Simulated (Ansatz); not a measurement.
# SnO2: O-17 NMR of the central transition

Cell: a refined structure from the COD whose atoms were relaxed with PBE, the cell held.

```cif
data_SnO2
_symmetry_space_group_name_H-M 'P4_2/mnm'
_symmetry_Int_Tables_number 136
_cell_length_a 4.7380
_cell_length_b 4.7380
_cell_length_c 3.1865
_cell_angle_alpha 90.000
_cell_angle_beta 90.000
_cell_angle_gamma 90.000
loop_
_atom_site_label
_atom_site_type_symbol
_atom_site_symmetry_multiplicity
_atom_site_Wyckoff_symbol
_atom_site_fract_x
_atom_site_fract_y
_atom_site_fract_z
Sn Sn 2 a 0.0000 0.0000 0.0000
O O 4 f 0.3054 0.3054 0.0000
```

One atom of each set is listed.

All values are calculated (Ansatz; DFT, PBE, plane waves and PAW (field gradients read without the response of the frozen cores, which leaves them typically 4 to 6 % off), scalar-relativistic, 420 eV cutoff, Γ-centred 4×4×6 k-points, Fermi–Dirac smearing 0.02 eV), not measured.

O-17 has I = 5/2 and Q = -25.58 mb (Pyykkö 2018); at 28.2 T its Larmor frequency is ν₀ = 162.8 MHz. Only the quadrupole interaction is simulated: positions count from each site's isotropic chemical shift, and J coupling is left out, as are shift anisotropy and dipolar coupling, which fast spinning averages.

Q: Simulate the second-order pattern (fast magic-angle spinning, Gaussian broadening 0.2 kHz) of site O (3 Sn at 2.05–2.06 Å).

A: The calculation gives C_Q = 6.72 MHz and η = 0.15, so ν_Q = 1.01 MHz and the centre of gravity lies at -10.3 ppm (-1.68 kHz).

(offset (kHz), height): (-4.356, 0), (-4.223, 2), (-4.089, 6), (-3.955, 7), (-3.821, 7), (-3.687, 7), (-3.553, 7), (-3.419, 8), (-3.285, 8), (-3.151, 8), (-3.018, 9), (-2.884, 14), (-2.750, 38), (-2.616, 66), (-2.482, 85), (-2.348, 75), (-2.214, 61), (-2.080, 55), (-1.947, 52), (-1.813, 50), (-1.679, 50), (-1.545, 51), (-1.411, 53), (-1.277, 56), (-1.143, 61), (-1.009, 71), (-0.875, 91), (-0.742, 100), (-0.608, 79), (-0.474, 46), (-0.340, 10), (-0.206, 0)

At O V_zz stands upright on the plane through its three neighbours (within 1°).

At this cell the PBE pressure is 11 GPa, so with PBE the cell would grow if it were relaxed. The entry's cell may itself be off. Without spin–orbit coupling (the program notes it for Sn) the gradients are little affected as a rule: paired runs on crystals with a gap mostly move them by under 2 % at such atoms.
